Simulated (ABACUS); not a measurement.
The system is Rh.

```
CELL_PARAMETERS angstrom
0.00000 1.89785 1.89785
1.89785 0.00000 1.89785
1.89785 1.89785 0.00000
ATOMIC_POSITIONS crystal
Rh 0.00000 0.00000 0.00000
```

Base run:

- Program: ABACUS 3.10.1
- Functional: SOGGA
- Potentials or basis: PseudoDojo NC SR 0.4.1 PBE standard
- Cutoff: 1211 eV
- Density cutoff: 4844 eV
- Basis: plane waves
- k mesh: 10 × 10 × 10
- Occupations: fermi-dirac, width 0.05 eV
- Spin: no spin polarisation

Its results: band gap on the k mesh none (metal or under the smearing width); pressure -6.0 GPa.

The run is repeated on the same cell with these changes: functional from SOGGA to PW91. What comes out?

Band gap on the k mesh none (metal or under the smearing width); pressure 8.4 GPa.

PW91 binds less tightly than SOGGA, so the same cell stands under more pressure.

Caveats: the potentials were made for another functional, which shifts forces and pressure.

Not every run made on this cell is shown here.
